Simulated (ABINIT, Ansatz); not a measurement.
This is a calculation of B for ABINIT 10.8.3 (patched build). The given cell was strained at random by a few per cent at fixed volume. This isn't the form of B at room conditions, which is rhombohedral.

run.abi

```
# Pseudopotentials
pp_dirpath "./"
pseudos "B.GGA_PBE-JTH.xml"

# Structure
acell 3*1.0 Angstrom
rprim
     2.3493510000    -0.0101880000     0.0154020000
    -0.0101880000     2.3346640000     0.0422970000
     0.0104100000     0.0285890000     1.5919840000
ntypat 1
znucl 5
natom 1
typat 1
xred
     0.5026920000     0.5130090000     0.5028790000
chkprim 0
chksymtnons 0
tolsym 1.0e-6

# Plane-wave basis
ecut 15.0
pawecutdg 30.0
pawxcdev 0
pawovlp 30

# k points
kptopt 1
ngkpt 11 11 16
nshiftk 1
shiftk 0.0 0.0 0.0

# Exchange and correlation
ixc 11

# Bands and occupations
nband 6
occopt 3
tsmear 0.05 eV

# SCF cycle
nstep 100
tolvrs 1.0e-9

# Output
iomode 3
prtwf 0
prtden 0
prteig 0
prtebands 0
enunit 1
```

Potentials or basis: JTH PAW PBE v2.0.

Launch:

```bash
$ abinit run.abi > log 2>&1
```

Task: Set up the same calculation for Ansatz 0.2.0. Potentials or basis there: Ansatz PAW (earlier soft set), cutoff 420 eV.

Result: As run (cutoffs and basis follow the program's own potentials, and thresholds, step limits or extra output files can differ):

The input input.yaml:

```yaml
crystal:
  lattice:
    - [2.349351, -0.010188, 0.015402]
    - [-0.010188, 2.334664, 0.042297]
    - [0.01041, 0.028589, 1.591984]
  atoms:
    - { symbol: B, position: [0.502692, 0.513009, 0.502879] }
hamiltonian:
  xc: pbe
  pseudopotentials: { kind: paw, azcp: { folder: soft_1 } }
kpoints:
  mp_grid: { grid: [11, 11, 16] }
scf:
  occupations: { method: fermi_dirac, width: 0.05 }
output:
  forces: true
  stress: true
  eigenvalues: true
```

Potentials or basis: Ansatz PAW soft_1.

Launch:

```bash
$ ansatz run input.yaml --threads 1 --pin off --max-ram 3584MiB --backend cpu --events-out ev --progress --plain --runs-dir out
```

Both were run:

|  | ABINIT | Ansatz |
| --- | --- | --- |
| Pressure | -1.6 GPa | -1.8 GPa |
| Energy over the undisturbed cell | -3.4 meV/atom | -3.1 meV/atom |

Ansatz's pressure holds a Pulay term of +0.18 GPa for its cutoff of 420 eV, which the other run lacks.

Where Ansatz's input types no cutoff or centring, it takes its own default and a Γ-centred mesh.

The undisturbed cell isn't at this level's minimum, so the move can lower the energy.

Pressure is positive in compression.
